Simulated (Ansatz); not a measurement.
# CoO (R-3m) in Ansatz: a series of runs, part 3 of 3

Ansatz 0.2.0.

## Step 4: Relaxation of cell and atoms, LDA, collinear spin, ferromagnetic start

input.yaml

```yaml
crystal:
  lattice:
    - [1.5054695445, 0.8691832468, 2.4399269062]
    - [-1.5054695445, 0.8691832468, 2.4399269062]
    - [0.0, -1.7383664936, 2.4399269062]
  atoms:
    - { symbol: Co, position: [0.0, 0.0, 0.0], spin: 2.0 }
    - { symbol: O, position: [0.5, 0.5, 0.5] }
hamiltonian:
  xc: lda
  pseudopotentials: { kind: paw }
magnetization:
  spin_polarized: true
kpoints:
  mp_grid: { grid: [11, 11, 11] }
scf:
  occupations: { method: fermi_dirac, width: 0.05 }
output:
  forces: true
  stress: true
  eigenvalues: true
relax:
  f_tol: 0.01
  max_steps: 40
  cell: { stress_tol: 0.05 }
```

Potentials or basis: Ansatz PAW.

Started as:

```sh
ansatz run input.yaml --threads 2 --pin off --max-ram 5632MiB --backend cpu --events-out ev --progress --plain --runs-dir out
```

Standard output:

```text
Warning: RAYON_NUM_THREADS=2 ignored (pool sized by the plan → 2); use --threads N
Engine: ansatz 0.2.0, aarch64-unknown-linux-gnu
Pseudopotentials: kind: paw
Pseudopotential: Co, paw, valence charge 17, recommended cutoff 420 eV (normal), Co.paw.azcp
Pseudopotential: O, paw, valence charge 6, recommended cutoff 420 eV (normal), O.paw.azcp
Functional definition: SPW92
  exchange = slater_x
  correlation = pw_c
Crystal: 2 atoms, lattice volume = 19.156 Å³
Basis set: ecut = 420 eV, 339 PW (Γ)
Bands: 17, of which v1, the nominal top of the filled ones, is band 12 counted from 1 (11 counted from 0)
Symmetry: 12 space group operations
Space group: R-3m (ITA 166), of the structure as read, at distance tolerance 2.7e-5 Å
Magnetic group: BNS 166.97 (UNI 1327), of the structure as read, at distance tolerance 2.7e-5 Å
k-points: 146 of 1331
Non-local potential: Co, projectors of the file, l = 0: 3, l = 1: 2, l = 2: 3, l = 3: 1
Non-local potential: O, projectors of the file, l = 0: 2, l = 1: 2, l = 2: 1
PAW form: soft (Blöchl's): semilocal exchange-correlation on the pseudo side does not see the compensation charge
PAW frozen core: Co, regenerated for the run's functional, and the local potential with it (the file was generated under x = pbe(κ = 0.804, μ = 0.2195149727645171), c = pbe(β = 0.06672455060314922))
PAW frozen core: O, regenerated for the run's functional, and the local potential with it (the file was generated under x = pbe(κ = 0.804, μ = 0.2195149727645171), c = pbe(β = 0.06672455060314922))
PAW one-centre angular grid: Co, 590 points (default); XC on 64 Gauss nodes
PAW one-centre angular grid: O, 110 points (default); XC on 64 Gauss nodes
Initial density: superposition of atomic densities (chi_scale 0.1, normalization cell, long waves kept (reshape's long-wave potential 0.00 eV rms))
Starting moments: Σ|m| = 2 μB on 1 of 2 sites
Initial wavefunctions: pseudopotential atomic-orbital guess
Functional: x = slater, c = lda
SCF iter   1: F=—  HF=-5615.435151 eV  |F-HF|=—  |Δ(HF+E_count)|=         —  Δρ=1.11e-1 (↑1.11e-1 ↓1.01e-1)  dr2=6.20e0  dr2_m=1.35e-1  M=2.091 μB ∫|m|=2.091 μB  β_m=0.30  ethr=3.10e-3  ⟨swp⟩=5.7  Hψ=21718  notcnv=0
Mixer restart at iter 1: flushing history
preconditioner: auto → none  [metal: Δε(μ)=0.006 eV  Ē_g=13.012 eV  σ=0.050 eV  W_gap=0.03  n_scr=8 (ndim 8)  ℏωp=32.9 eV  f_vac=0.000  D(μ)=4.97/eV (n_scr^D=112)  sad-step TF]
SCF iter   2: F=—  HF=-5615.915886 eV  |F-HF|=—  |Δ(HF+E_count)|=   4.81e-1  Δρ=4.89e-2 (↑4.89e-2 ↓4.44e-2)  dr2=8.55e-1  dr2_m=1.42e-1  M=2.218 μB ∫|m|=2.218 μB  β_m=0.38  ethr=3.10e-3  ⟨swp⟩=3.6  Hψ=12018  notcnv=0  defer=81
SCF iter   3: F=—  HF=-5616.203828 eV  |F-HF|=—  |Δ(HF+E_count)|=   2.88e-1  Δρ=3.02e-2 (↑2.36e-2 ↓3.02e-2)  dr2=7.97e-2  dr2_m=8.37e-2  M=2.309 μB ∫|m|=2.310 μB  β_m=0.67  ethr=3.10e-3  ⟨swp⟩=2.0  Hψ=8617  notcnv=0  defer=74
SCF iter   4: F=—  HF=-5616.334271 eV  |F-HF|=—  |Δ(HF+E_count)|=         —  Δρ=5.26e-2 (↑3.62e-2 ↓5.26e-2)  dr2=6.09e-2  dr2_m=3.35e-1  M=2.812 μB ∫|m|=2.818 μB  β_m=0.67  ethr=3.47e-4  ⟨swp⟩=2.9  Hψ=10292  notcnv=0  defer=78
Mixer restart at iter 4: flushing history
SCF iter   5: F=—  HF=-5616.336186 eV  |F-HF|=—  |Δ(HF+E_count)|=   1.91e-3  Δρ=2.38e-2 (↑2.38e-2 ↓1.00e-2)  dr2=8.19e-2  dr2_m=2.55e-2  M=2.769 μB ∫|m|=2.777 μB  β_m=0.71  ethr=2.65e-4  ⟨swp⟩=3.0  Hψ=11504  notcnv=0  defer=78
SCF iter   6: F=—  HF=-5616.370138 eV  |F-HF|=—  |Δ(HF+E_count)|=   3.40e-2  Δρ=4.07e-2 (↑1.35e-2 ↓4.07e-2)  dr2=2.93e-1  dr2_m=5.31e-2  M=2.909 μB ∫|m|=2.920 μB  β_m=0.54  ethr=2.65e-4  ⟨swp⟩=3.0  Hψ=12503  notcnv=0  defer=98  recentre
[... 202 lines left out ...]
SCF iter   3: F=—  HF=-5616.465231 eV  |F-HF|=—  |Δ(HF+E_count)|=  4.24e-10  Δρ=7.84e-7 (↑7.34e-7 ↓7.84e-7)  dr2=3.76e-11  dr2_m=2.73e-11  M=2.181 μB ∫|m|=2.188 μB  β_m=0.56  ethr=3.54e-12  ⟨swp⟩=2.0  Hψ=6729  notcnv=0
SCF iter   4: F=—  HF=-5616.465231 eV  |F-HF|=—  |Δ(HF+E_count)|=  9.28e-11  Δρ=3.38e-7 (↑2.85e-7 ↓3.38e-7)  dr2=1.72e-11  dr2_m=4.09e-12  M=2.181 μB ∫|m|=2.188 μB  β_m=0.78  ethr=1.00e-12  ⟨swp⟩=1.0  Hψ=4964  notcnv=0
SCF iter   5: F=—  HF=-5616.465231 eV  |F-HF|=—  |Δ(HF+E_count)|=  4.46e-11  Δρ=3.27e-7 (↑3.27e-7 ↓2.32e-7)  dr2=8.43e-12  dr2_m=8.92e-12  M=2.181 μB ∫|m|=2.188 μB  β_m=0.89  ethr=1.00e-12  ⟨swp⟩=1.0  Hψ=4964  notcnv=0
SCF iter   6: F=—  HF=-5616.465231 eV  |F-HF|=—  |Δ(HF+E_count)|=  1.27e-11  Δρ=2.95e-7 (↑1.73e-7 ↓2.95e-7)  dr2=2.13e-11  dr2_m=7.65e-13  M=2.181 μB ∫|m|=2.188 μB  β_m=0.63  ethr=1.00e-12  ⟨swp⟩=1.0  Hψ=4964  notcnv=0
SCF iter   7: F=—  HF=-5616.465231 eV  |F-HF|=—  |Δ(HF+E_count)|=  9.09e-13  Δρ=1.93e-8 (↑1.24e-8 ↓1.93e-8)  dr2=4.53e-14  dr2_m=1.01e-14  M=2.181 μB ∫|m|=2.188 μB  β_m=0.79  ethr=1.00e-12  ⟨swp⟩=1.0  Hψ=4964  notcnv=0
SCF iter   8: F=-5616.465231 eV  HF=-5616.465231 eV  |F-HF|=9.09e-13  |Δ(HF+E_count)|=  9.09e-13  Δρ=1.82e-8 (↑8.20e-9 ↓1.82e-8)  dr2=4.16e-14  dr2_m=2.05e-14  M=2.181 μB ∫|m|=2.188 μB  ethr=1.00e-12  ⟨swp⟩=3.0  Hψ=16763  notcnv=0
SCF 16 converged in 8 iterations: F = -5616.465231 eV  dr2 = 4.16e-14
relax step  16: F+E_penalty+E_count = -5616.46523070 eV  Δ(F+E_penalty+E_count) = +2.824e-5 eV  max|allowed force component| = 4.207e-30 eV/Å  Δτ_max = 0.0000 Å  P = -0.004 GPa  Ω = 16.802 Å³  stress off target by 9.18e-3 GPa  SCF on the basis re-selected at this cell (its energy is not comparable with the rows above)  (8 SCF iters)
basis re-selected at this cell: Δ(F+E_penalty+E_count) = +2.824e-5 eV, ΔP = -0.000 GPa vs the last step (what re-selecting the basis moved, of the pressure what is left beyond the Pulay correction that the steps carried, after the strain that the cell walked since its last selection, with what the two solves' SCF thresholds leave and, on support functions, any second-order correction that the steps lacked; it is no measure of the basis error at this ecutwfc). This SCF's stress stands 9.18e-3 GPa from its target on what of the cell is left free (relax.cell.stress_tol is 5.00e-2 GPa) and its largest allowed force component is 4.21e-30 eV/Å (relax.f_tol is 1.00e-2 eV/Å): within both
SCF converged after 8 iterations
Magnetization: 2.1807 μB (12.5903 up, 10.4097 down)
Absolute magnetization: 2.1883 μB (∫|ρ↑−ρ↓|, with the PAW one-centre terms)
Spin contamination: 0.0096 ħ² per cell (⟨S²⟩ above its minimum at these occupations)
Per-site moments (μB) at R_I (Å): [(1.8712335653968504, 0.8410761459887319), (0.20150816356456502, 0.8410761459887319)]
Free energy (F): -5616.465231 eV
Harris-Foulkes:  -5616.465231 eV  (|F-HF|=9.09e-13)
Internal energy: -5616.439777 eV  (E = F + TS)
E sigma→0 (E₀):  -5616.452504 eV
Entropy (-TS):   -0.025454 eV (-12.727 meV/atom)
Fermi energy:    16.424140 eV
--- Per-component energies (eV) ---
  E_band       = -250.275066
  E_kinetic    = 622.804118
  E_local      = -3224.854548  (includes V_loc(G=0)·N_el)
  E_nonlocal   = 520.533964
  E_hartree    = 1328.295823
  E_xc         = -227.723927
  E_vxc        = -294.726985  (∫ρ·V_xc dr)
  E_paw        = -1603.044466  (= ΣΔE_a)
  E_vpaw       = -530.625808  (= ΣTr[D̂ρ^β])
  E_aug_tail   = 0.002537  (compensation charges beyond the density's cutoff)
  E_ewald      = -3032.968449
  E_core_change = 0.515172  (= ΣΔE_core)
  E_smearing   = -0.025454  (= −TS)
  E_closure    = -0.000000  (closes the sum)
  Σ components = -5616.465231   (vs F -5616.465231, Δ=0.00e0)
--- Forces (eV/Å), atoms counted from 1 ---
  atom   1  Co     0.00000000    -0.00000000     0.00000000
  atom   2  O     -0.00000000     0.00000000     0.00000000
  max |Σ_I F_I| component: 8.41e-30 eV/Å
--- Stress (GPa, compression-positive) ---
       -0.001093      -0.000000      -0.000000
       -0.000000      -0.001093       0.000000
       -0.000000       0.000000      -0.009180
  P = ⅓ Tr σ = -0.0038 GPa (-0.038 kbar)
--- Band table (eV; the first three rows and the last of 292) ---
  k-point 0 ↑: bands = ["-79.2097", "-42.9059", "-42.9059", "-42.8100", "-5.0552", "12.2550", "12.2550", "12.9783", "13.0970", "13.0970", "13.6162", "13.6162", "13.7780", "18.1915", "33.3311", "34.4606", "34.4606"]
  k-point 1 ↑: bands = ["-79.2091", "-42.9104", "-42.9061", "-42.8122", "-4.9485", "11.4764", "11.6589", "12.2940", "13.2979", "13.4095", "13.8690", "14.1364", "14.3004", "18.7039", "31.7604", "34.2741", "35.6247"]
  k-point 2 ↑: bands = ["-79.2074", "-42.9232", "-42.9066", "-42.8175", "-4.6489", "10.0790", "10.8370", "11.5028", "13.5014", "13.8017", "14.0246", "15.0987", "15.1805", "19.8403", "29.6906", "33.4916", "35.8874"]
  k-point 145 ↓: bands = ["-76.9571", "-40.7715", "-40.7429", "-40.7405", "-2.6246", "7.6954", "9.8128", "9.8728", "16.3269", "16.3867", "16.7346", "18.6787", "19.0268", "21.8758", "28.5085", "29.2854", "29.6150"]
--- Relaxed structure (13 steps of the walk, 13 accepted, 3 SCFs on fresh bases) ---
  F+E_penalty+E_count = -5616.46523070 eV   max|allowed force component| = 4.207e-30 eV/Å   (the final SCF, on the basis selected at the relaxed cell)
  cell:  # Å, volume = 16.8016 Å³
    - [1.495062893706081, 0.8631749641366268, 2.169907536707527]
    - [-1.495062893706081, 0.8631749641366268, 2.169907536707527]
    - [-1.0616896779985083e-17, -1.7263499282732535, 2.169907536707527]
  atoms:
    - { symbol: Co, position: [4.864447585008319e-34, 1.4381239089462451e-34, 2.413048804030134e-34] }
    - { symbol: O, position: [0.5, 0.5, 0.5] }
```

Run time: 69 s. Hardware: 2 threads of Arm Neoverse V1, shared host; peak memory 0.4 GiB.

What came out:

- Free energy: -5616.4652 eV
- Relaxed volume: 8.40 Å³/atom
- Relaxed cell: a = 2.773 Å, b = 2.773 Å, c = 2.773 Å, α = 65.26°, β = 65.26°, γ = 65.26°
- Space group after relaxing (to 0.05 Å): R-3m (No. 166)
- Energy gained by relaxing: 76.7 meV/atom
- Ionic steps: 16
- Pressure after relaxing: 0.0 GPa
- Band gap on the k mesh: none (metal or under the smearing width)
- Net moment: 2.18 μB per cell
- Absolute moment: 2.19 μB per cell
- Site moments: Co +1.87; O +0.20 μB

Step by step:
| step | energy change (eV) | largest force (eV/Å) | volume (Å³) |
| --- | --- | --- | --- |
| 1 | 0.0000 | 0.0000 | 19.16 |
| 2 | -0.0914 | 0.0000 | 18.19 |
| 3 | -0.1473 | 0.0000 | 16.82 |
| 4 | -0.1476 | 0.0000 | 17.04 |
| 5 | -0.1484 | 0.0000 | 17.03 |
| 6 | -0.1548 | 0.0000 | 16.94 |
| 7 | -0.1562 | 0.0000 | 16.99 |
| 8 | -0.1586 | 0.0000 | 16.95 |
| 9 | -0.1602 | 0.0000 | 16.87 |
| 10 | -0.1601 | 0.0000 | 16.87 |
| 11 | -0.1532 | 0.0000 | 16.87 |
| 12 | -0.1539 | 0.0000 | 16.80 |
| 13 | -0.1539 | 0.0000 | 16.81 |
| 14 | -0.1535 | 0.0000 | 16.81 |
| 15 | -0.1535 | 0.0000 | 16.80 |
| 16 | -0.1535 | 0.0000 | 16.80 |

Final structure:
```
CELL_PARAMETERS angstrom
1.49506 0.86317 2.16991
-1.49506 0.86317 2.16991
0.00000 -1.72635 2.16991
ATOMIC_POSITIONS crystal
Co 0.00000 0.00000 0.00000
O 0.50000 0.50000 0.50000
```

Levels at points of the mesh, in eV from the Fermi level:
Spin up:
```tsv
k point	band 11	band 12	band 13	band 14	band 15	band 16
(0.00, 0.00, 0.00)	-2.81	-2.81	-2.65	1.77	16.91	18.04
```
Spin down:
```
           k point  band 6  band 7  band 8  band 9  band 10  band 11  band 12  band 13  band 14  band 15
(0.00, 0.00, 0.00)   -3.79   -3.79   -3.03   -1.76    -1.76    -1.11    -0.69    -0.69     2.24    17.02
```

Caveat: the plane-wave basis is chosen anew once the cell has moved, so the energies of steps on either side of that aren't comparable; the pressure holds a Pulay correction of +1.1 GPa for the finite cutoff; a cell with one magnetic atom can't hold antiferromagnetic order, which such compounds often take; semilocal functionals often make such compounds metallic where correlation or magnetic order opens a gap, which also shifts bond lengths; the PAW data sets come from PBE, with cores solved anew for the run's functional, which leaves a small shift of forces and pressure.

## Step 5: Summary

| task | level | cell | smearing | gap on the mesh (eV) | pressure (GPa) | moment (μB) | relaxed volume (Å³/atom) |
| --- | --- | --- | --- | --- | --- | --- | --- |
| single point | PBE | as given | gaussian 0.011 eV | none | 0.2 | 2.95 | - |
| relaxation of cell and atoms | PBE | relaxed | fermi-dirac 0.05 eV | none | 0.0 | 2.89 | 9.52 |
| relaxation of cell and atoms | LDA | relaxed | fermi-dirac 0.05 eV | none | 0.0 | 2.18 | 8.40 |

Alike in all rows: potentials or basis Ansatz PAW; spin collinear, ferromagnetic start; k mesh 11 × 11 × 11; cutoff (eV) 420.

Caveats: a cell with one magnetic atom can't hold antiferromagnetic order, which such compounds often take; semilocal functionals often make such compounds metallic where correlation or magnetic order opens a gap, which also shifts bond lengths; the plane-wave basis is chosen anew once the cell has moved, so the energies of steps on either side of that aren't comparable (some runs); the PAW data sets come from PBE, with cores solved anew for the run's functional, which leaves a small shift of forces and pressure (some runs).

Total energies depend on the potentials used, so only differences within one code and one set of settings carry meaning.
